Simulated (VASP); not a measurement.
# Ta (Fd-3m) in VASP: single point with PBE

Aim: the single point of Ta with PBE.

Everything below comes from runs of VASP 6.6.1. Logs are shortened: lines on timing, memory, paths and dates and some standing lists are left out, and cuts for length are marked.

### 1 The structure

It takes space group Fd-3m (No. 227, cubic). Conventional cell: a = 6.108 Å, b = 6.108 Å, c = 6.108 Å, α = 90.00°, β = 90.00°, γ = 90.00°. Ta (site symmetry -43m) is surrounded by 4 Ta at 2.64 Å.

The cell was built by a generator and needn't be a form met in nature.

### 2 Single point, PBE

INCAR

```
  ALGO = Normal
  EDIFF = 1E-7
  ENCUT = 520
  GGA = PE
  ISIF = 2
  ISMEAR = -1
  LASPH = T
  LCHARG = F
  LREAL = F
  LWAVE = F
  NBANDS = 18
  NELM = 100
  PREC = Accurate
  SIGMA = 0.13605693000000002
```

KPOINTS

```
k-points
0
Gamma
  8 8 8
```

POSCAR

```
Ta
1.0
    0.0000000000      3.0540928659      3.0540928659
    3.0540928659      0.0000000000      3.0540928659
    3.0540928659      3.0540928659      0.0000000000
Ta
2
Direct
    0.0000000000      0.0000000000      0.0000000000
    0.2500000000      0.2500000000      0.2500000000
```

Potentials or basis: VASP PAW PBE potentials, release 64 (Ta_pv).

Launch:

```
> cat potpaw_PBE.64/Ta_pv/POTCAR > POTCAR
> mpirun -np 1 vasp_std > vasp.out
```

OUTCAR:

```text
EDIFF = 1E-7
   ENCUT = 520
   GGA = PE
   ISIF = 2
   ISMEAR = -1
   LASPH = T
   LREAL = F
   NELM = 100
   PREC = Accurate

 ion  position               nearest neighbor table
   1  0.000  0.000  0.000-   2 2.64   2 2.64   2 2.64   2 2.64
   2  0.250  0.250  0.250-   1 2.64   1 2.64   1 2.64   1 2.64

  LATTYP: Found a face centered cubic cell.
 ALAT       =     6.1081857318

  Lattice vectors:

 A1 = (   0.0000000000,   3.0540928659,   3.0540928659)
 A2 = (   3.0540928659,   0.0000000000,   3.0540928659)
 A3 = (   3.0540928659,   3.0540928659,   0.0000000000)

Analysis of symmetry for initial positions (statically):
=====================================================================
 Subroutine PRICEL returns:
 Original cell was already a primitive cell.

 Routine SETGRP: Setting up the symmetry group for a
 face centered cubic supercell.

 Subroutine GETGRP returns: Found 48 space group operations
 (whereof 24 operations were pure point group operations)
 out of a pool of 48 trial point group operations.

The static configuration has the point symmetry T_d .
 The point group associated with its full space group is O_h .

Analysis of symmetry for dynamics (positions and initial velocities):
=====================================================================
 Subroutine PRICEL returns:
 Original cell was already a primitive cell.

 Routine SETGRP: Setting up the symmetry group for a
 face centered cubic supercell.

 Subroutine GETGRP returns: Found 48 space group operations
 (whereof 24 operations were pure point group operations)
 out of a pool of 48 trial point group operations.

The dynamic configuration has the point symmetry T_d .
 The point group associated with its full space group is O_h .

 Subroutine INISYM returns: Found 48 space group operations
 (whereof 24 operations are pure point group operations),
 and found     1 'primitive' translations

----------------------------------------------------------------------------------------

                                     Primitive cell

  volume of cell :      56.9740

  direct lattice vectors                    reciprocal lattice vectors
     0.000000000  3.054092866  3.054092866    -0.163714734  0.163714734  0.163714734
     3.054092866  0.000000000  3.054092866     0.163714734 -0.163714734  0.163714734
     3.054092866  3.054092866  0.000000000     0.163714734  0.163714734 -0.163714734

  length of vectors
     4.319139552  4.319139552  4.319139552     0.283562237  0.283562237  0.283562237

  position of ions in fractional coordinates (direct lattice)
     0.000000000  0.000000000  0.000000000
     0.250000000  0.250000000  0.250000000

  ion indices of the primitive-cell ions
   primitive index   ion index
                 1           1
                 2           2

----------------------------------------------------------------------------------------

 KPOINTS: k-points

Automatic generation of k-mesh.
 Grid dimensions read from file:
 generate k-points for:    8    8    8

 Generating k-lattice:

  Cartesian coordinates                     Fractional coordinates (reciprocal lattice)
    -0.020464342  0.020464342  0.020464342     0.125000000  0.000000000  0.000000000
     0.020464342 -0.020464342  0.020464342     0.000000000  0.125000000  0.000000000
     0.020464342  0.020464342 -0.020464342     0.000000000  0.000000000  0.125000000

  Length of vectors
     0.035445280  0.035445280  0.035445280

  Shift w.r.t. Gamma in fractional coordinates (k-lattice)
     0.000000000  0.000000000  0.000000000

 Subroutine IBZKPT returns following result:
 ===========================================

 Found     29 irreducible k-points:

 Following reciprocal coordinates:
            Coordinates               Weight
  0.000000  0.000000  0.000000      1.000000
  0.125000  0.000000  0.000000      8.000000
  0.250000  0.000000  0.000000      8.000000
  0.375000  0.000000  0.000000      8.000000
  0.500000  0.000000  0.000000      4.000000
  0.125000  0.125000  0.000000      6.000000
[... 16 lines left out ...]
  0.500000  0.250000  0.125000     48.000000
 -0.375000  0.250000  0.125000     24.000000
 [... further k-points ...]
   k-points           NKPTS =     29   k-points in BZ     NKDIM =     29   number of bands    NBANDS=     18
   number of dos      NEDOS =    301   number of ions     NIONS =      2
   total plane-waves  NPLWV =  32768
   dimension x,y,z NGX =    32 NGY =   32 NGZ =   32
   dimension x,y,z NGXF=    64 NGYF=   64 NGZF=   64
   ions per type =               2
   NGX,Y,Z   is equivalent  to a cutoff of  12.32, 12.32, 12.32 a.u.
   NGXF,Y,Z  is equivalent  to a cutoff of  24.63, 24.63, 24.63 a.u.
 SYSTEM =  unknown system
   PREC   = accura    normal or accurate (medium, high low for compatibility)
   ISTART =      0    job   : 0-new  1-cont  2-samecut
   ICHARG =      2    charge: 1-file 2-atom 10-const
   ISPIN  =      1    spin polarized calculation?
   LNONCOLLINEAR =      F non collinear calculations
   LSORBIT =      F    spin-orbit coupling
   LASPH  =      T    aspherical Exc in radial PAW
   ENCUT  =  520.0 eV  38.22 Ry    6.18 a.u.   8.03  8.03  8.03*2*pi/ulx,y,z
   NELM   =    100;   NELMIN=  2; NELMDL= -5     # of ELM steps
   EDIFF  = 0.1E-06   stopping-criterion for ELM
   LREAL  =      F    real-space projection
   EDIFFG = 0.1E-05   stopping-criterion for IOM
   NSW    =      0    number of steps for IOM
   IBRION =     -1    ionic relax: 0-MD 1-quasi-New 2-CG
   NFREE  =      0    steps in history (QN), initial steepest desc. (CG)
   ISIF   =      2    stress and relaxation
   ISYM   =      2    0-nonsym 1-usesym 2-fastsym
   POTIM  = 0.5000    time-step for ionic-motion
   TEBEG  =    0.0;   TEEND  =   0.0 temperature during run
   PSTRESS=    0.0 pullay stress
   NELECT =      22.0000    total number of electrons
   NUPDOWN=      -1.0000    fix difference up-down
   EMIN   =  10.00;   EMAX   =-10.00  energy-range for DOS
   EFERMI =   0.00;   METHOD = LEGACY
   ISMEAR =    -1;   SIGMA  =   0.14  broadening in eV -4-tet -1-fermi 0-gaus
   EFERMI_NEDOS =   21; number of points for ismear=-14 and -15
   IALGO  =     38    algorithm
   IMIX   =      4    mixing-type and parameters
     AMIX     =   0.40;   BMIX     =  1.00
     AMIX_MAG =   1.60;   BMIX_MAG =  1.00
  volume/ion in A,a.u.               =      28.49       192.24
  Fermi-wavevector in a.u.,A,eV,Ry     =   1.192130  2.252798 19.336234  1.421173
  Thomas-Fermi vector in A             =   2.328175
   LORBIT       =      0    0 simple, 1 ext, 2 COOP (PROOUT), +10 PAW based schemes
   GGA     = PE    functional components
   LHFCALC =     F    Hartree Fock is set to
   AEXX    =    0.0000 exact exchange contribution
   IVDW    =     0    specifies the selected vdW correction
   LEPSILON=     F    determine dielectric tensor
   LRPA    =     F    only Hartree local field effects (RPA)
 non-spin polarized calculation
  energy-cutoff  :      520.00
  volume of cell :       56.97
 maximum number of plane-waves:      1543
   NGX = 17   NGY = 17   NGZ = 17

 number of electron      22.0000002 magnetization

 Free energy of the ion-electron system (eV)
  ---------------------------------------------------
  ext. energy  EPLUGINS =         0.00000000
  ---------------------------------------------------
  free energy    TOTEN  =       -17.98172174 eV

  energy without entropy =      -17.73961132  energy(sigma->0) =      -17.86066653

 E-fermi :   1.9996     XC(G=0): -10.0039

 val. band max:        1.9428424893   @ k =   0.3750   0.1250   0.0000
 cond. band min:       2.0167665208   @ k =   0.3750   0.2500   0.0000
 fundamental gap:      0.0739240315
 Fermi energy:         1.9995663995

 k-point     1 :       0.0000    0.0000    0.0000
  band No.  band energies     occupation
      1     -32.1644      2.00000
      2     -32.1644      2.00000
      3     -32.1644      2.00000
      4     -31.3743      2.00000
      5     -31.3743      2.00000
      6     -31.3743      2.00000
[... 10 lines left out ...]
     17       7.7548      0.00000
     18      11.8611      0.00000

 k-point     2 :       0.1250    0.0000    0.0000
  band No.  band energies     occupation
      1     -32.1781      2.00000
      2     -32.1781      2.00000
      3     -32.1624      2.00000
      4     -31.3785      2.00000
      5     -31.3596      2.00000
      6     -31.3596      2.00000
[... 10 lines left out ...]
     17       7.6973      0.00000
     18      11.5295      0.00000

 k-point     3 :       0.2500    0.0000    0.0000
  band No.  band energies     occupation
      1     -32.2095      2.00000
      2     -32.2095      2.00000
      3     -32.1581      2.00000
      4     -31.3880      2.00000
      5     -31.3261      2.00000
      6     -31.3261      2.00000
[... 10 lines left out ...]
     17       7.4863      0.00000
     18       9.9353      0.00000

 k-point     4 :       0.3750    0.0000    0.0000
  band No.  band energies     occupation
      1     -32.2387      2.00000
      2     -32.2387      2.00000
      3     -32.1545      2.00000
      4     -31.3967      2.00000
      5     -31.2948      2.00000
      6     -31.2948      2.00000
[... 375 lines left out ...]
      4     -31.4854      2.00000
      5     -31.2876      2.00000
      6     -31.2548      2.00000
[... 10 lines left out ...]
     17       7.9099      0.00000
     18       9.5055      0.00000

 k-point    23 :       0.5000    0.2500    0.1250
  band No.  band energies     occupation
      1     -32.3171      2.00000
      2     -32.2714      2.00000
      3     -32.0190      2.00000
      4     -31.5335      2.00000
      5     -31.2604      2.00000
      6     -31.2173      2.00000
[... 10 lines left out ...]
     17       7.6234      0.00000
     18       7.8740      0.00000

 k-point    24 :      -0.3750    0.2500    0.1250
  band No.  band energies     occupation
      1     -32.3304      2.00000
      2     -32.2834      2.00000
      3     -31.9976      2.00000
      4     -31.5555      2.00000
      5     -31.2476      2.00000
      6     -31.2045      2.00000
[... 10 lines left out ...]
     17       6.9939      0.00000
     18       7.1707      0.00000

 [... further k-points ...]
[... 5 lines left out ...]
  --------------------------------------------------------------------------------------
  -------------------------------------------------------------------------------------
  Total        0.0431776      0.0431776      0.0431776      0.0000000      0.0000000      0.0000000
  in kB        1.2142066      1.2142066      1.2142066      0.0000000      0.0000000      0.0000000
  external PRESSURE =       1.2142066 kB  Pullay stress =       0.0000000 kB

 VOLUME and BASIS-vectors are now :
 -----------------------------------------------------------------------------
  energy-cutoff  :      520.00
  volume of cell :       56.97
      direct lattice vectors                 reciprocal lattice vectors
     0.000000000  3.054092866  3.054092866    -0.163714734  0.163714734  0.163714734
     3.054092866  0.000000000  3.054092866     0.163714734 -0.163714734  0.163714734
     3.054092866  3.054092866  0.000000000     0.163714734  0.163714734 -0.163714734

 POSITION                                       TOTAL-FORCE (eV/Angst)
 -----------------------------------------------------------------------------------
      0.00000      0.00000      0.00000         0.000000      0.000000      0.000000
      1.52705      1.52705      1.52705        -0.000000     -0.000000     -0.000000
 -----------------------------------------------------------------------------------
    total drift:                               -0.000000      0.000000      0.000000

  FREE ENERGIE OF THE ION-ELECTRON SYSTEM (eV)
  ---------------------------------------------------
  free  energy   TOTEN  =       -17.9817217408 eV

  energy  without entropy=      -17.7396113248  energy(sigma->0) =      -17.86066653
```

Run time: 15 s. Hardware: 1 thread of AMD EPYC 9R45 (Zen 5), shared host; peak memory 0.15 GiB.

Results:

```
Free energy            : -17.9817 eV
Pressure               : 0.1 GPa
Band gap on the k mesh : none (metal or under the smearing width)
```
